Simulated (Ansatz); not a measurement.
# PbO2 (Plattnerite): the cost of one run

Method: DFT, PBE, plane-wave PAW, default files, scalar-relativistic, as far as a step names no other, in Ansatz 0.2.0.

1 further run of the same task is left out (it didn't finish).

### Step 1. The starting structure

The structure is orthorhombic, space group Pnma (No. 62). Conventional cell: a = 5.298 Å, b = 3.269 Å, c = 6.239 Å, α = 90.00°, β = 90.00°, γ = 90.00°. Pb (site symmetry m) is surrounded by 9 O at 1.98 to 2.40 Å. O (site symmetry m) is surrounded by 4 Pb at 1.98 to 2.13 Å. O (site symmetry m) is surrounded by 5 Pb at 2.09 to 2.40 Å.

Structure file:

```
Pb O
1.0
     5.29800    0.00000    0.00000
     0.00000    3.26900    0.00000
     0.00000    0.00000    6.23900
Pb O
4 8
Direct
  0.25600 0.25000 0.89100
  0.74400 0.75000 0.10900
  0.75600 0.25000 0.60900
  0.24400 0.75000 0.39100
  0.36100 0.25000 0.58700
  0.63900 0.75000 0.41300
  0.86100 0.25000 0.91300
  0.13900 0.75000 0.08700
  0.03900 0.75000 0.67800
  0.96100 0.25000 0.32200
  0.53900 0.75000 0.82200
  0.46100 0.25000 0.17800
```

### Step 2. Single point at the given positions

Contents of input.yaml:

```yaml
crystal:
  lattice:
    - [5.298, 0.0, 0.0]
    - [0.0, 3.269, 0.0]
    - [0.0, 0.0, 6.239]
  atoms:
    - { symbol: Pb, position: [0.256, 0.25, 0.891] }
    - { symbol: Pb, position: [0.744, 0.75, 0.109] }
    - { symbol: Pb, position: [0.756, 0.25, 0.609] }
    - { symbol: Pb, position: [0.244, 0.75, 0.391] }
    - { symbol: O, position: [0.361, 0.25, 0.587] }
    - { symbol: O, position: [0.639, 0.75, 0.413] }
    - { symbol: O, position: [0.861, 0.25, 0.913] }
    - { symbol: O, position: [0.139, 0.75, 0.087] }
    - { symbol: O, position: [0.039, 0.75, 0.678] }
    - { symbol: O, position: [0.961, 0.25, 0.322] }
    - { symbol: O, position: [0.539, 0.75, 0.822] }
    - { symbol: O, position: [0.461, 0.25, 0.178] }
kpoints:
  mp_grid: { grid: [4, 6, 4] }
scf:
  occupations: { method: fermi_dirac, width: 0.02 }
hamiltonian:
  xc: pbe
  pseudopotentials: { kind: paw }
output:
  forces: true
  stress: true
  populations: true
  efg: { quadrupole_moments_barn: { O: -0.02558 }, contact_densities: true }
  write_density: true
  write_potential: true
  elf: true
  volumetric_format: npy
```

Command:

```console
ansatz run input.yaml --threads 1 --pin off --max-ram 2560MiB --backend cpu --events-out ev --progress --plain --runs-dir out
```

What time and memory should one allow on 1 thread of an x86-64 CPU, shared host?

About 24 s, with a peak of 0.58 GiB.
